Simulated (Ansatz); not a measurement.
Runs of Ansatz 0.2.0 on MnO2. Symmetry: P6_3/mmc, No. 194, hexagonal system. The conventional cell has a = 2.855 Å, b = 2.855 Å, c = 10.222 Å, α = 90.00°, β = 90.00°, γ = 120.00°. Mn (site symmetry -3m) has 6 O at 1.90 Å as nearest neighbours. Around O (site symmetry 3m) lie 3 Mn at 1.90 Å. Measurements of this composition are mostly on another form, of space group No. 136.

```csv
spin,gap on the mesh (eV),pressure (GPa),moment (μB),largest force (eV/Å)
"collinear, ferrimagnetic start",0.90,-2.3,0.00,0.19
"collinear, ferromagnetic start",0.80,-2.3,6.00,0.19
"collinear, random start",0.90,-2.3,0.00,0.19
off,(a),(b),-,0.55
"collinear, antiferromagnetic start",0.90,-2.3,0.00,0.19
```

Alike in all rows: task single point; level PBEsol; potentials or basis Ansatz PAW; cell as given; k mesh 11 × 11 × 3; cutoff (eV) 420; smearing fermi-dirac 0.05 eV.

Problem. Estimate the missing entries.

Solution. (a) none; (b) -11.3.

Caveats: the PAW data sets come from PBE, with cores solved anew for the run's functional, which leaves a small shift of forces and pressure; odd divisions of the mesh miss points on the zone boundary, where band edges often lie, so the gap on the mesh can be too wide (some runs); semilocal functionals often make such compounds metallic where correlation or magnetic order opens a gap, which also shifts bond lengths (some runs).

A k mesh can miss the band edges.
